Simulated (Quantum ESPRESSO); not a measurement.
# CoO (P-6m2) in Quantum ESPRESSO: further runs, part 2 of 2

Quantum ESPRESSO 7.5. The steps go on from the part before.

### 4 Single point, LDA+U, collinear spin, ferromagnetic start

File pw.in:

```
&CONTROL
  calculation = 'scf'
  prefix = 'pwscf'
  outdir = './tmp'
  pseudo_dir = './pseudo'
  tprnfor = .true.
  tstress = .true.
  disk_io = 'low'
/
&SYSTEM
  ibrav = 0
  A = 2.85629923
  nat = 2
  ntyp = 2
  ecutwfc = 55
  ecutrho = 440
  nbnd = 21
  input_dft = 'pz'
  occupations = 'smearing'
  smearing = 'fd'
  degauss = 0.00367493
  nspin = 2
  starting_magnetization(1) = 0.1176
  starting_magnetization(2) = 0
/
&ELECTRONS
  conv_thr = 4d-10
  electron_maxstep = 120
  mixing_beta = 0.3
/
ATOMIC_SPECIES
Co    58.9332 Co_pbe_v1.2.uspp.F.UPF
O     15.9990 O.pbe-n-kjpaw_psl.0.1.UPF
CELL_PARAMETERS alat
   1.0000000000    0.0000000000    0.0000000000
  -0.4999999982    0.8660254024    0.0000000000
   0.0000000000    0.0000000000    0.9759504539
ATOMIC_POSITIONS alat
Co     0.0000000000    0.0000000000    0.0000000000
O      0.5000000006    0.2886751341    0.4879752270
K_POINTS automatic
11 11 10 0 0 0
HUBBARD {ortho-atomic}
U Co-3d 8.0
```

File pp_density.in:

```
&INPUTPP
  prefix = 'pwscf'
  outdir = './tmp'
  filplot = 'density.dat'
  plot_num = 0
/
&PLOT
  nfile = 1
  filepp(1) = 'density.dat'
  iflag = 3
  output_format = 6
  fileout = 'density.cube'
/
```

File pp_potential.in:

```
&INPUTPP
  prefix = 'pwscf'
  outdir = './tmp'
  filplot = 'potential.dat'
  plot_num = 11
/
&PLOT
  nfile = 1
  filepp(1) = 'potential.dat'
  iflag = 3
  output_format = 6
  fileout = 'potential.cube'
/
```

File pp_spin.in:

```
&INPUTPP
  prefix = 'pwscf'
  outdir = './tmp'
  filplot = 'spin.dat'
  plot_num = 6
/
&PLOT
  nfile = 1
  filepp(1) = 'spin.dat'
  iflag = 3
  output_format = 6
  fileout = 'spin.cube'
/
```

Potentials or basis: SSSP 1.3 efficiency PBE.

On the command line:

```
$ OMP_NUM_THREADS=1 pw.x -in pw.in > pw.out
$ OMP_NUM_THREADS=1 pp.x -in pp_density.in > pp_density.out
$ OMP_NUM_THREADS=1 pp.x -in pp_potential.in > pp_potential.out
$ OMP_NUM_THREADS=1 pp.x -in pp_spin.in > pp_spin.out
```

pw.out:

```text
This program is part of the open-source Quantum ESPRESSO suite
     for quantum simulation of materials; please cite
         "P. Giannozzi et al., J. Phys.:Condens. Matter 21 395502 (2009);
         "P. Giannozzi et al., J. Phys.:Condens. Matter 29 465901 (2017);
         "P. Giannozzi et al., J. Chem. Phys. 152 154105 (2020);
     in publications or presentations arising from this work. More details at

     file O.pbe-n-kjpaw_psl.0.1.UPF: wavefunction(s)  2P renormalized

     IMPORTANT: XC functional enforced from input :
     Exchange-correlation= PZ
                           (   1   1   0   0   0   0   0)
     Any further DFT definition will be discarded
     Please, verify this is what you really want

     Message from routine setup:
     using ibrav=0 with symmetry is DISCOURAGED, use correct ibrav instead

     G-vector sticks info
     --------------------
     sticks:   dense  smooth     PW     G-vecs:    dense   smooth      PW
     Sum         877     439    139                20639     7339    1305

     Using Slab Decomposition

     bravais-lattice index     =            0
     lattice parameter (alat)  =       5.3976  a.u.
     unit-cell volume          =     132.9126 (a.u.)^3
     number of atoms/cell      =            2
     number of atomic types    =            2
     number of electrons       =        23.00
     number of Kohn-Sham states=           21
     kinetic-energy cutoff     =      55.0000  Ry
     charge density cutoff     =     440.0000  Ry
     scf convergence threshold =      4.0E-10
     mixing beta               =       0.3000
     number of iterations used =            8  plain     mixing
     Exchange-correlation= PZ
                           (   1   1   0   0   0   0   0)
     Hubbard projectors: ortho-atomic
     Hubbard parameters of DFT+U (Dudarev formulation) in eV:
     U(Co-3d) =  8.0000

     Internal variables: lda_plus_u =T, lda_plus_u_kind = 0

     Internal variables: orbital_resolved =F, hub_pot_fix =F, apply_U = F

     celldm(1)=   5.397623  celldm(2)=   0.000000  celldm(3)=   0.000000
     celldm(4)=   0.000000  celldm(5)=   0.000000  celldm(6)=   0.000000

     crystal axes: (cart. coord. in units of alat)
               a(1) = (   1.000000   0.000000   0.000000 )
               a(2) = (  -0.500000   0.866025   0.000000 )
               a(3) = (   0.000000   0.000000   0.975950 )

     reciprocal axes: (cart. coord. in units 2 pi/alat)
               b(1) = (  1.000000  0.577350 -0.000000 )
               b(2) = (  0.000000  1.154701  0.000000 )
               b(3) = (  0.000000 -0.000000  1.024642 )

[... 199 lines left out ...]

     iteration #  1     ecut=    55.00 Ry     beta= 0.30
     Davidson diagonalization with overlap
     ethr =  1.00E-02,  avg # of iterations =  5.2

     =================== HUBBARD OCCUPATIONS ===================
     ------------------------ ATOM    1 ------------------------
     Tr[ns(  1)] (up, down, total) =   4.66289  0.78933  5.45223
     Atomic magnetic moment for atom   1 =   3.87356
     SPIN  1
     eigenvalues:
       0.911  0.911  0.918  0.961  0.961
     eigenvectors (columns):
       0.000 -0.000 -1.000  0.000  0.000
      -0.000 -0.000  0.000  0.741  0.671
       0.000 -0.000  0.000 -0.671  0.741
      -0.877 -0.480 -0.000 -0.000  0.000
[... 161 lines left out ...]
     iteration # 15     ecut=    55.00 Ry     beta= 0.30
     Davidson diagonalization with overlap
     ethr =  2.21E-12,  avg # of iterations =  1.0

     Magnetic moment per site  (integrated on atomic sphere of radius R)
     atom   1 (R=0.312)  charge= 14.6192  magn=  2.6383
     atom   2 (R=0.312)  charge=  5.7923  magn=  0.2576

     End of self-consistent calculation

     =================== HUBBARD OCCUPATIONS ===================
     ------------------------ ATOM    1 ------------------------
     Tr[ns(  1)] (up, down, total) =   4.97134  2.24772  7.21906
     Atomic magnetic moment for atom   1 =   2.72362
     SPIN  1
     eigenvalues:
       0.992  0.992  0.992  0.998  0.998
     eigenvectors (columns):
      -1.000 -0.000  0.000 -0.000 -0.000
       0.000 -0.000 -0.000 -0.741 -0.671
       0.000  0.000 -0.000  0.671 -0.741
       0.000 -0.876 -0.483  0.000 -0.000
       0.000 -0.483  0.876  0.000 -0.000
     occupation matrix ns (before diag.):
       0.992  0.000  0.000  0.000  0.000
       0.000  0.998  0.000 -0.000 -0.000
[... 6 lines left out ...]
     eigenvectors (columns):
      -0.000  0.000 -0.000 -0.000  1.000
       0.741 -0.671 -0.000  0.000  0.000
      -0.671 -0.741  0.000  0.000 -0.000
       0.000  0.000  0.857 -0.515  0.000
       0.000  0.000  0.515  0.857  0.000
     occupation matrix ns (before diag.):
       0.980  0.000 -0.000  0.000  0.000
       0.000  0.079  0.000 -0.000  0.000
      -0.000  0.000  0.079  0.000  0.000
       0.000 -0.000  0.000  0.555 -0.000
       0.000  0.000  0.000 -0.000  0.555

     Number of occupied Hubbard levels =    7.2191

     Number of k-points >= 100: set verbosity='high' to print the bands.

     the Fermi energy is    12.4452 ev

!    total energy              =    -338.47696418 Ry
     estimated scf accuracy    <          5.6E-12 Ry
     smearing contrib. (-TS)   =      -0.00062944 Ry
     internal energy E=F+TS    =    -338.47633474 Ry

     The total energy is F=E-TS. E is the sum of the following terms:
     one-electron contribution =    -185.37368846 Ry
     hartree contribution      =     105.32874566 Ry
     xc contribution           =     -39.44407091 Ry
     ewald contribution        =    -210.45058318 Ry
     Hubbard energy            =       0.20192425 Ry
     one-center paw contrib.   =      -8.73866211 Ry

     total magnetization       =     3.00 Bohr mag/cell
     absolute magnetization    =     3.04 Bohr mag/cell

     convergence has been achieved in  15 iterations

     Forces acting on atoms (cartesian axes, Ry/au):

     atom    1 type  1   force =     0.00000000    0.00000000    0.00000000
     atom    2 type  2   force =     0.00000000    0.00000000    0.00000000

     Total force =     0.000000     Total SCF correction =     0.000000

     Computing stress (Cartesian axis) and pressure

          total   stress  (Ry/bohr**3)                   (kbar)     P=     -119.45
  -0.00054986   0.00000000   0.00000000          -80.89        0.00        0.00
   0.00000000  -0.00054986   0.00000000            0.00      -80.89        0.00
   0.00000000   0.00000000  -0.00133629            0.00        0.00     -196.57

=------------------------------------------------------------------------------=
   JOB DONE.
=------------------------------------------------------------------------------=
```

Wall time 57 s (1 thread of Arm Neoverse V2, shared host); peak memory 0.18 GiB.

What came out:

```yaml
Free_energy: -4605.2137 eV
Pressure: -11.9 GPa
Band_gap_on_the_k_mesh: none (metal or under the smearing width)
Net_moment: 3.00 μB per cell
Absolute_moment: 3.04 μB per cell
Site_moments: Co +2.64; O +0.26 μB
Valence_electrons_inside_the_program's_atomic_spheres: Co 14.62; O 5.79
```

Levels at points of the mesh, in eV from the Fermi level:
Spin up:
| k point | band 11 | band 12 | band 13 | band 14 | band 15 | band 16 |
| --- | --- | --- | --- | --- | --- | --- |
| (0.00, 0.00, 0.00) | -2.67 | -1.01 | -1.01 | 0.89 | 14.63 | 16.18 |
| (0.00, 0.00, -0.50) | -4.80 | -0.95 | -0.95 | 6.96 | 7.22 | 20.97 |
Spin down:
```
            k point  band 7  band 8  band 9  band 10  band 11  band 12  band 13  band 14
 (0.00, 0.00, 0.00)   -2.99   -2.99   -2.24     1.10     1.10     1.47     4.07     4.07
(0.00, 0.00, -0.50)   -2.77   -1.49   -1.49    -0.93    -0.93     4.17     4.17     7.55
```

Eigenvalues of the final occupation matrices:
| site | spin | trace | eigenvalues |
| --- | --- | --- | --- |
| Co 1 3d | 1 | 4.97 | 0.99 0.99 0.99 1.00 1.00 |
| Co 1 3d | 2 | 2.25 | 0.08 0.08 0.56 0.56 0.98 |

Caveat: the potentials were made for another functional, which shifts forces and pressure; a cell with one magnetic atom can't hold antiferromagnetic order, which such compounds often take.

### 5 The runs side by side

```csv
U,gap on the mesh (eV),pressure (GPa),moment (μB)
Co d U = 5 eV,none,-16.0,3.00
Co d U = 6 eV,none,-14.6,3.00
Co d U = 8 eV,none,-11.9,3.00
```

Alike in all rows: task single point; level LDA+U; potentials or basis SSSP 1.3 efficiency PBE; spin collinear, ferromagnetic start; cell as given; k mesh 11 × 11 × 10; cutoff (eV) 748; smearing fermi-dirac 0.05 eV.

Every run on the cell as given and a fine mesh finds a metal.

Caveats: the potentials were made for another functional, which shifts forces and pressure; a cell with one magnetic atom can't hold antiferromagnetic order, which such compounds often take.

Absolute energies hang on the potentials; compare differences alone.
